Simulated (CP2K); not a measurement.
Runs of CP2K 2026.2 on TePb. It takes space group Fm-3m (No. 225, cubic). The conventional cell has a = 6.462 Å, b = 6.462 Å, c = 6.462 Å, α = 90.00°, β = 90.00°, γ = 90.00°. Around Pb (site symmetry m-3m) lie 6 Te at 3.23 Å. Around Te (site symmetry m-3m) lie 6 Pb at 3.23 Å. 

```tsv
task	level	potentials or basis	smearing	points a segment of the path (NPOINTS)	bands added on the path	pressure (GPa)
band structure	LDA	GTH_POTENTIALS Pb GTH-PADE-q4, Te GTH-PADE-q6; TZVP-MOLOPT-PBE-GTH basis	fermi-dirac 0.05 eV	8	4	-2.2
band structure	RPBE	POTENTIAL_UZH Pb GTH-PBE-q4, Te GTH-PBE-q6; TZVP-MOLOPT-PBE-GTH basis	fermi-dirac 0.05 eV	6	2	(a)
single point	PBE	POTENTIAL_UZH Pb GTH-PBE-q4, Te GTH-PBE-q6; TZVP-MOLOPT-PBE-GTH basis	gaussian 0.011 eV	-	-	2.7
band structure	PBE	POTENTIAL_UZH Pb GTH-PBE-q4, Te GTH-PBE-q6; TZVP-MOLOPT-PBE-GTH basis	fermi-dirac 0.05 eV	10	6	2.7
```

Alike in all rows: no spin polarisation; cell as given; k mesh 7 × 7 × 7.

**Question.** Estimate the missing entries.

**Answer.** (a) 3.2.

Caveats: the basis of atomic orbitals isn't converged, which shifts pressures, moduli and gaps; the potentials were made for another functional, which shifts forces and pressure (some runs).
